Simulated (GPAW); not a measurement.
# SnO2 (Cassiterite) (P4_2/mnm) in GPAW: convergence with response cutoff (eV)

Aim: find how far response cutoff (eV) must go before the results for SnO2 (Cassiterite) settle, at PBE. This setting moves, with any that are tied to it; all else stays.

All numbers are computed with GPAW 26.7.0; they aren't measurements. Logs are shortened: lines on timing, memory, paths and dates and some standing lists are left out, and cuts for length are marked. The log counts tension as positive stress, the text compression.

**1. The structure**

It takes space group P4_2/mnm (No. 136, tetragonal). Conventional cell: a = 4.738 Å, b = 4.738 Å, c = 3.187 Å, α = 90.00°, β = 90.00°, γ = 90.00°. Around Sn (site symmetry mmm) lie 6 O at 2.05 to 2.06 Å. Around O (site symmetry m2m) lie 3 Sn at 2.05 to 2.06 Å.

**2. With response cutoff (eV) 10**

The input, run.py:

```python
import numpy as np
from ase.dft.bandgap import bandgap
from ase.io import read, write
from gpaw import GPAW, PW
from gpaw.response.df import DielectricFunction

atoms = read('SnO2.cif')

calc = GPAW(mode=PW(550),
            xc='PBE',
            kpts={'size': (5, 5, 7), 'gamma': True},
            occupations={'name': 'fermi-dirac', 'width': 0.001},
            nbands=43,
            convergence={'density': 1e-06},
            maxiter=150,
            txt='gpaw.txt')
atoms.calc = calc
energy = atoms.get_potential_energy()
calc.write('gs.gpw')
write('result.traj', atoms)
print(f'Energy: {energy:.6f} eV')
print('Fermi level:', round(calc.get_fermi_level(), 4), 'eV')
print(f'Gap: {bandgap(calc)[0]:.4f} eV, direct: {bandgap(calc, direct=True)[0]:.4f} eV')

for size in [(4, 4, 5)]:
    name = 'x'.join(str(n) for n in size)
    dense = calc.fixed_density(kpts={'size': size, 'gamma': True},
                               nbands=104, convergence={'bands': 98, 'eigenstates': 1e-7},
                               update_fermi_level=True, txt=f'dense-{name}.txt')
    dense.write(f'{name}.gpw', mode='all')
    df = DielectricFunction(f'{name}.gpw', frequencies=np.array([0.0]), hilbert=False, eta=0.001,
                            ecut=10, nbands=98, intraband=False, txt=f'df-{name}.txt')
    for xc in ['RPA']:
        for direction in ['x', 'y', 'z', [0, 1, 1], [1, 0, 1], [1, 1, 0]]:
            e0, e = df.get_macroscopic_dielectric_constant(xc=xc, direction=direction)
            print(f'{name} {xc} {direction}: {e0:.4f} without, {e:.4f} with local fields')
```

The input, SnO2.cif:

```cif
data_SnO2
_cell_length_a 4.73800000
_cell_length_b 4.73800000
_cell_length_c 3.18650000
_cell_angle_alpha 90.00000000
_cell_angle_beta 90.00000000
_cell_angle_gamma 90.00000000
_space_group_name_H-M_alt 'P1'
_space_group_name_Hall 'P 1'
_space_group_IT_number 1
loop_
_space_group_symop_operation_xyz
'x,y,z'
loop_
_atom_site_label
_atom_site_type_symbol
_atom_site_symmetry_multiplicity
_atom_site_Wyckoff_symbol
_atom_site_fract_x
_atom_site_fract_y
_atom_site_fract_z
_atom_site_occupancy
Sn1 Sn 1 a 0.5000000000 0.5000000000 0.5000000000 1
Sn2 Sn 1 a 0.0000000000 0.0000000000 0.0000000000 1
O1 O 1 a 0.8071000000 0.1929000000 0.5000000000 1
O2 O 1 a 0.6929000000 0.6929000000 0.0000000000 1
O3 O 1 a 0.1929000000 0.8071000000 0.5000000000 1
O4 O 1 a 0.3071000000 0.3071000000 0.0000000000 1
```

Potentials or basis: GPAW PAW data sets (gpaw-data 1.2.1), pw.

Command:

```console
OMP_NUM_THREADS=1 python run.py
```

gpaw.txt:

```text
__  _  _
 | _ |_)|_||  |
 |__||  | ||/\| - 26.7.0

Input parameters:
  mode=PW(ecut=550.0),
  convergence={'density': 1e-06},
  kpts=MonkhorstPack(size=(5, 5, 7), gamma=True),
  maxiter=150,
  nbands=43,
  occupations=Occupations(name='fermi-dirac', width=0.001),
  xc=XC(name='PBE')

Diagonalizing LCAO Hamiltonian
Converting LCAO to pw mode
    .-----------.
   /|           |
  / |           |
 *  | O         |
 |  .---Sn-O----.
 | /       O   /
 |/   O       /
 Sn----------*

Atoms  # Å, Bohr magnetons
|   | symbol |        x |        y |        z |    initial magnetic moments |
|---|--------|----------|----------|----------|-----------------------------|
| 0 |     Sn | 2.369000 | 2.369000 | 1.593250 | ( 0.0000,  0.0000,  0.0000) |
| 1 |     Sn | 0.000000 | 0.000000 | 0.000000 | ( 0.0000,  0.0000,  0.0000) |
| 2 |      O | 3.824040 | 0.913960 | 1.593250 | ( 0.0000,  0.0000,  0.0000) |
| 3 |      O | 3.282960 | 3.282960 | 0.000000 | ( 0.0000,  0.0000,  0.0000) |
| 4 |      O | 0.913960 | 3.824040 | 1.593250 | ( 0.0000,  0.0000,  0.0000) |
| 5 |      O | 1.455040 | 1.455040 | 0.000000 | ( 0.0000,  0.0000,  0.0000) |

Unit cell  # Å
| periodic |        x |        y |        z |  lengths |    angles |
|----------|----------|----------|----------|----------|-----------|
|      yes | 4.738000 | 0.000000 | 0.000000 | 4.738000 | 90.000000 |
|      yes | 0.000000 | 4.738000 | 0.000000 | 4.738000 | 90.000000 |
|      yes | 0.000000 | 0.000000 | 3.186500 | 3.186500 | 90.000000 |

Number of symmetries: 8
Symmetry operations  # r_c * U_cc + t_c -> r_c
|   | kind |            matrix            |
|---|------|------------------------------|
| 0 |  E   |  1, 0, 0,  0, 1, 0,  0, 0, 1 |
| 1 |  σ   |  1, 0, 0,  0, 1, 0,  0, 0,-1 |
| 2 |  σ   |  0, 1, 0,  1, 0, 0,  0, 0, 1 |
| 3 |  C2  |  0, 1, 0,  1, 0, 0,  0, 0,-1 |
| 4 |  σ   |  0,-1, 0, -1, 0, 0,  0, 0, 1 |
| 5 |  C2  |  0,-1, 0, -1, 0, 0,  0, 0,-1 |
| 6 |  C2  | -1, 0, 0,  0,-1, 0,  0, 0, 1 |
| 7 |  i   | -1, 0, 0,  0,-1, 0,  0, 0,-1 |

BZ-sampling:
  Number of BZ points: 175
  Number of IBZ points: 36

  Monkhorst-Pack size: [5, 5, 7]
  Monkhorst-Pack shift: [0, 0, 0]

K-points  # in reciprocal-cell coordinates
|     |                                coordinates |     weight |
|-----|--------------------------------------------|------------|
|   0 | (  0.00000000,   0.00000000,   0.00000000) | 0.00571429 |
|   1 | (  0.00000000,   0.00000000,   0.14285714) | 0.01142857 |
|   2 | (  0.00000000,   0.00000000,   0.28571429) | 0.01142857 |
|   3 | (  0.00000000,   0.00000000,   0.42857143) | 0.01142857 |
|   4 | (  0.20000000,  -0.20000000,   0.00000000) | 0.01142857 |
|   5 | (  0.20000000,  -0.20000000,   0.14285714) | 0.02285714 |
|   6 | (  0.20000000,  -0.20000000,   0.28571429) | 0.02285714 |
|   7 | (  0.20000000,  -0.20000000,   0.42857143) | 0.02285714 |
|   8 | (  0.20000000,   0.00000000,   0.00000000) | 0.02285714 |
|   9 | (  0.20000000,   0.00000000,   0.14285714) | 0.04571429 |
| ... |                                            |            |
|  35 | (  0.40000000,   0.40000000,   0.42857143) | 0.02285714 |

Plane wave coefficients: 2103
Cutoff: 550.0 eV

Spin-components: 1 (collinear spins)
Bands:           43
Projectors:      32
Spin-degeneracy: 2
Datatype:        complex128

Parallelization:
  kpt:    1
  domain: 1
  band:   1

Density:
  Valence electrons: 52.0
  Components: 1
  Grid points: [27 27 18]
  Charge: 0.0  # |e|

Potential:
  Grid points: [27 27 18]

species:
  Sn:
    name:    Tin
    Z:       50.0
    valence: 14
    core:    36
    charge:  0.0  # [|e|]
    compensation charges:
      type: gauss
      rc: 0.38  # [Å]
      lmax: 2
    cutoffs:
      filter: 2.23  # [Å]
      core: 2.35  # [Å]
    projectors
    | kind |    occ | energy [eV] | rcut [Å] |
    |------|--------|-------------|----------|
    |   5s |  2.000 |     -10.538 |    1.201 |
    |   5p |  2.000 |      -3.696 |    1.270 |
    |   4d | 10.000 |     -25.845 |    1.185 |
    |    s |        |      16.674 |    1.201 |
    |    p |        |      23.515 |    1.270 |
    |    d |        |       1.367 |    1.185 |

    Using partial waves for Sn as LCAO basis

  O:
    name:    Oxygen
    Z:       8.0
    valence: 6
    core:    2
    charge:  0.0  # [|e|]
    compensation charges:
      type: gauss
      rc: 0.21  # [Å]
      lmax: 2
    cutoffs:
      filter: 1.17  # [Å]
      core: 0.83  # [Å]
    projectors
    | kind |    occ | energy [eV] | rcut [Å] |
    |------|--------|-------------|----------|
    |   2s |  2.000 |     -23.961 |    0.688 |
    |   2p |  4.000 |      -9.029 |    0.598 |
    |    s |        |       3.251 |    0.688 |
    |    p |        |      18.182 |    0.598 |
    |    d |        |       0.000 |    0.619 |

    Using partial waves for O as LCAO basis

Reference energy: -344184.795819  # eV

eigensolver:
  PPCG
  Converge bands: occupied
  niter=2

density mixing:
  MSR1-Mixer
  Pratt-step length: 0.05
  Maximum mixing coefficient: 0.75
  Old densities: 10
  SVD Regularization: 0.005
  Good broyden scale: 1.0
  Trust region scale: 1.0
  Backstep threshold: 4.0
  History deletion threshold: 6.0
  Fourier metric: weight=20.0, sigma=0.015

occupation numbers:
  Fermi-Dirac:
    width: 0.0010  # eV

poisson solver:
  ecut: 4400.0  # eV

xc functional:
  name: PBE with 2 nearest neighbor stencil

convergence criteria:
- Maximum integral of absolute [dens]ity change: 1e-06 electrons / valence electron
- Maximum [total energy] change in last 3 cyles: 0.0005 eV / valence electron
- Maximum integral of absolute [eigenst]ate change: 4e-08 eV^2 / valence electron
maximum number of iterations: 150

SCF iterations
|iter     | |      energy | eigst |  dens |
|---------|-|-------------|-------|-------|
|iter:   1| |  -43.605739 | +0.33 |       |
|iter:   2| |  -42.181250 | -1.38 | -0.87 |
|iter:   3| |  -38.028118 | -0.80 | -0.93 |
|iter:   4| |  -37.990863 | -2.70 | -1.48 |
|iter:   5| |  -37.998458 | -3.32 | -1.80 |
|iter:   6| |  -37.998916c| -4.62 | -2.89 |
|iter:   7| |  -37.999020c| -5.50 | -3.32 |
|iter:   8| |  -37.999002c| -6.16 | -3.74 |
|iter:   9| |  -37.999003c| -7.66c| -4.37 |
|iter:  10| |  -37.999003c| -7.73c| -4.86 |
|iter:  11| |  -37.999003c| -8.22c| -5.44 |
|iter:  12| |  -37.999003c| -8.84c| -6.23c|

Converged in 12 steps
Energy contributions relative to reference atoms: (reference = -344184.795819)

Energy contributions:
  Kinetic:          75.670188
  Coulomb:         -65.233416
  Zero:             -0.264348
  External:          0.000000
  Xc:              -48.171428
  Entropy:          -0.000000
  Spinorbit:         0.000000
  ----------------------------
  Free energy:     -37.999003
  Extrapolated:    -37.999003

dipole moment: (-15.483581, -15.483581, -28.307378)  # |e|*Ang

Fermi level: 6.307
Eigenvalues  # (at kpt = [0.000, 0.000, 0.000])
| band index |      eig [eV] | occ [0-2] |
|------------|---------------|-----------|
|          0 |       -15.028 |     2.000 |
|        ... |               |           |
|         18 |         2.987 |     2.000 |
|         19 |         4.039 |     2.000 |
|         20 |         4.165 |     2.000 |
|         21 |         4.865 |     2.000 |
|         22 |         4.866 |     2.000 |
|         23 |         5.305 |     2.000 |
[... 8 lines left out ...]
|         32 |        18.218 |     0.000 |
|         33 |        18.218 |     0.000 |
|        ... |               |           |
|         42 |        26.055 |     0.000 |

Gap: 1.293 eV
Transition (v -> c):
  (s=0, k=0, n=25, [0.00, 0.00, 0.00]) -> (s=0, k=0, n=26, [0.00, 0.00, 0.00])
No difference between direct/indirect transitions
# Writing to gs.gpw (mode='')
```

df-4x4x5.txt:

```text
FrequencyGridDescriptor(from 0.000 to 0.000 eV, 1 points)
FrequencyGridDescriptor(from 0.000 to 0.000 eV, 1 points)

Calculating chi0 body with:
    Ground state adapter containing:
    Number of spins: 1
    Number of kpoints: 80
    Number of irreducible kpoints: 21
    Number of completely occupied states: 26
    Number of partially occupied states: 26

    Linear response parametrization:
    q_c: [0.0, 0.0, 0.0]
    Number of frequency points: 1
    Planewave cutoff: 10.0
    Number of bands: 98
    Number of planewaves: 5
    Broadening (eta): 0.001

Integrating chi0 body.

Symmetries of q_c:
    Direct symmetries (Uq -> q): 8
    Indirect symmetries (TUq -> q): 0
In total 8 allowed symmetries.

Integral kind: response function

Calculating chi0 optical extensions with:
    Ground state adapter containing:
    Number of spins: 1
    Number of kpoints: 80
    Number of irreducible kpoints: 21
    Number of completely occupied states: 26
    Number of partially occupied states: 26

    Linear response parametrization:
    Number of frequency points: 1
    Planewave cutoff: 10.0
    Number of bands: 98
    Number of planewaves: 5
    Broadening (eta): 0.001
Integrating chi0 head and wings.

Symmetries of q_c:
    Direct symmetries (Uq -> q): 8
    Indirect symmetries (TUq -> q): 0
In total 8 allowed symmetries.

Integral kind: response function wings

Finished calculating chi0
```

It took 4.9 min on 1 thread of Arm Neoverse V2, shared host; peak memory 0.46 GiB.

What came out:

```
Free energy                             : -37.9990 eV
Band gap on the k mesh                  : 1.29 eV, direct
Electronic dielectric tensor (diagonal) : 4.44, 4.44, 4.73
```

**3. With response cutoff (eV) 20**

Edit run.py of step 2 so:

```diff
@@ -31,3 +31,3 @@
     df = DielectricFunction(f'{name}.gpw', frequencies=np.array([0.0]), hilbert=False, eta=0.001,
-                            ecut=10, nbands=98, intraband=False, txt=f'df-{name}.txt')
+                            ecut=20, nbands=98, intraband=False, txt=f'df-{name}.txt')
     for xc in ['RPA']:
```

SnO2.cif is that of step 2.

Potentials or basis: GPAW PAW data sets (gpaw-data 1.2.1), pw.

Command:

```console
OMP_NUM_THREADS=1 python run.py
```

Run time: 5 min. Hardware: 1 thread of Arm Neoverse V2, shared host; peak memory 0.46 GiB.

Results:

```yaml
Free_energy: -37.9990 eV
Band_gap_on_the_k_mesh: 1.29 eV, direct
Electronic_dielectric_tensor_diagonal: 4.44, 4.44, 4.73
```

**4. With response cutoff (eV) 30**

Edit run.py of step 3 so:

```diff
@@ -31,3 +31,3 @@
     df = DielectricFunction(f'{name}.gpw', frequencies=np.array([0.0]), hilbert=False, eta=0.001,
-                            ecut=20, nbands=98, intraband=False, txt=f'df-{name}.txt')
+                            ecut=30, nbands=98, intraband=False, txt=f'df-{name}.txt')
     for xc in ['RPA']:
```

SnO2.cif is that of step 3.

Command:

```console
OMP_NUM_THREADS=1 python run.py
```

Wall time 5.2 min (1 thread of Arm Neoverse V2, shared host); peak memory 0.47 GiB.

It converged, with:

| Property | Result |
| --- | --- |
| Free energy | -37.9990 eV |
| Band gap on the k mesh | 1.29 eV, direct |
| Electronic dielectric tensor (diagonal) | 4.36, 4.36, 4.57 |

**5. With response cutoff (eV) 50**

Edit run.py of step 4 so:

```diff
@@ -31,3 +31,3 @@
     df = DielectricFunction(f'{name}.gpw', frequencies=np.array([0.0]), hilbert=False, eta=0.001,
-                            ecut=30, nbands=98, intraband=False, txt=f'df-{name}.txt')
+                            ecut=50, nbands=98, intraband=False, txt=f'df-{name}.txt')
     for xc in ['RPA']:
```

SnO2.cif is that of step 4.

Command:

```console
OMP_NUM_THREADS=1 python run.py
```

Run time: 5.1 min. Hardware: 1 thread of Arm Neoverse V2, shared host; peak memory 0.47 GiB.

The run converged. Its results:

| Property | Result |
| --- | --- |
| Free energy | -37.9990 eV |
| Band gap on the k mesh | 1.29 eV, direct |
| Electronic dielectric tensor (diagonal) | 4.34, 4.34, 4.57 |

**6. With response cutoff (eV) 80**

Edit run.py of step 5 so:

```diff
@@ -31,3 +31,3 @@
     df = DielectricFunction(f'{name}.gpw', frequencies=np.array([0.0]), hilbert=False, eta=0.001,
-                            ecut=50, nbands=98, intraband=False, txt=f'df-{name}.txt')
+                            ecut=80, nbands=98, intraband=False, txt=f'df-{name}.txt')
     for xc in ['RPA']:
```

SnO2.cif is that of step 5.

Potentials or basis: GPAW PAW data sets (gpaw-data 1.2.1), pw.

Command:

```console
OMP_NUM_THREADS=1 python run.py
```

Wall time 5.1 min (1 thread of Arm Neoverse V2, shared host); peak memory 0.47 GiB.

It converged, with:

| Quantity | Value |
| --- | --- |
| Free energy | -37.9990 eV |
| Band gap on the k mesh | 1.29 eV, direct |
| Electronic dielectric tensor (diagonal) | 4.32, 4.32, 4.54 |

**7. With response cutoff (eV) 120**

Edit run.py of step 6 so:

```diff
@@ -31,3 +31,3 @@
     df = DielectricFunction(f'{name}.gpw', frequencies=np.array([0.0]), hilbert=False, eta=0.001,
-                            ecut=80, nbands=98, intraband=False, txt=f'df-{name}.txt')
+                            ecut=120, nbands=98, intraband=False, txt=f'df-{name}.txt')
     for xc in ['RPA']:
```

SnO2.cif is that of step 6.

Command:

```console
OMP_NUM_THREADS=1 python run.py
```

It took 5.1 min on 1 thread of Arm Neoverse V2, shared host; peak memory 0.49 GiB.

The run converged. Its results:

```yaml
Free_energy: -37.9990 eV
Band_gap_on_the_k_mesh: 1.29 eV, direct
Electronic_dielectric_tensor_diagonal: 4.25, 4.25, 4.49
```

**8. With response cutoff (eV) 160**

Edit run.py of step 7 so:

```diff
@@ -31,3 +31,3 @@
     df = DielectricFunction(f'{name}.gpw', frequencies=np.array([0.0]), hilbert=False, eta=0.001,
-                            ecut=120, nbands=98, intraband=False, txt=f'df-{name}.txt')
+                            ecut=160, nbands=98, intraband=False, txt=f'df-{name}.txt')
     for xc in ['RPA']:
```

SnO2.cif is that of step 7.

Command:

```console
OMP_NUM_THREADS=1 python run.py
```

Wall time 5 min (1 thread of Arm Neoverse V2, shared host); peak memory 0.5 GiB.

It converged, with:

```
Free energy                             : -37.9990 eV
Band gap on the k mesh                  : 1.29 eV, direct
Electronic dielectric tensor (diagonal) : 4.24, 4.24, 4.47
```

**9. The series at a glance**

| response cutoff (eV) | dielectric constant | SCF cycles | CPU time (s) | peak memory (GiB) |
| --- | --- | --- | --- | --- |
| 10 | 4.540 | 12 | 290 | 0.46 |
| 20 | 4.535 | 12 | 300 | 0.46 |
| 30 | 4.430 | 12 | 310 | 0.47 |
| 50 | 4.415 | 12 | 310 | 0.47 |
| 80 | 4.390 | 12 | 310 | 0.47 |
| 120 | 4.330 | 12 | 300 | 0.49 |
| 160 | 4.319 | 12 | 300 | 0.5 |

Against the tightest run, the dielectric constant stays within 0.05 from 120 on. The tightest run that finished is the yardstick and may itself not be fully converged.

Caveats: the long-wavelength limit can be off by a per cent or two; spin-orbit coupling is left out, which moves the levels of the heavy elements; an odd mesh through Γ misses points on the zone boundary, where band edges often lie.
